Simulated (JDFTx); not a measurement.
Crystal: AlNi.

```xyz
2
Lattice="2.8810 0.0000 0.0000 0.0000 2.8810 0.0000 0.0000 0.0000 2.8810" Properties=species:S:1:pos:R:3 pbc="T T T"
Ni    1.4405    1.4405    1.4405
Al    0.0000    0.0000    0.0000
```

```yaml
Program: JDFTx 1.7.0 (patched build)
Task: relaxation of cell and atoms
Functional: revPBE
Potentials_or_basis: PseudoDojo-SR-PBE-0.5-standard with smoothed tails
Cutoff: 1333 eV
Density_cutoff: 10667 eV
k_mesh: 4 × 4 × 4
Occupations: fermi-dirac, width 0.05 eV
Spin: collinear spin, ferromagnetic start
Starting_moments: "[1.0, 0.0] μB"
```

At the start: pressure 3.0 GPa; volume 11.96 Å³/atom.

Where does the relaxation end?

Over 5 steps the energy falls by 2.0 meV/atom and the volume is 12.18 Å³/atom (+1.8 %); space group Pm-3m (No. 221, to 0.05 Å); moment 0.00 μB per cell.

The path:
```tsv
step	energy change (eV)	largest force (eV/Å)	pressure (GPa)	volume (Å³)
1	0.0000	0.0000	3.02	23.91
2	-0.0019	0.0000	2.17	24.03
3	-0.0041	0.0000	0.10	24.34
4	-0.0041	0.0000	0.01	24.35
5	-0.0041	0.0000	0.00	24.35
```

Final structure:
```
CELL_PARAMETERS angstrom
2.89861 0.00000 0.00000
0.00000 2.89861 0.00000
0.00000 0.00000 2.89861
ATOMIC_POSITIONS crystal
Ni 0.50000 0.50000 0.50000
Al 0.00000 0.00000 0.00000
```

Caveat: the k mesh is coarse (spacing up to 0.55 Å⁻¹), so the values aren't converged; the potentials were made for another functional, which shifts forces and pressure.
